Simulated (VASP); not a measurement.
Y:

```
CELL_PARAMETERS angstrom
3.64740 0.00000 0.00000
-1.82370 3.15874 0.00000
0.00000 0.00000 5.73060
ATOMIC_POSITIONS crystal
Y 0.66667 0.33333 0.75000
Y 0.33333 0.66667 0.25000
```

Base run:

| Item | Value |
| --- | --- |
| Program | VASP 6.6.1 |
| Functional | SCAN |
| Potentials or basis | VASP PAW PBE potentials, release 64 (Y_sv) |
| Cutoff | 520 eV |
| k mesh | 8 × 8 × 5 |
| Occupations | fermi-dirac, width 0.05 eV |
| Spin | no spin polarisation |

Its results: pressure 0.4 GPa.

Problem. After a change of settings the same cell gave: pressure -0.2 GPa. Which change was it?
A. functional from SCAN to BLYP
B. functional from SCAN to PBE
C. functional from SCAN to r2SCAN
D. functional from SCAN to RPBE

Solution. B.

Caveats: the PAW data sets were made with another functional, which shifts forces and pressure a little (some runs).
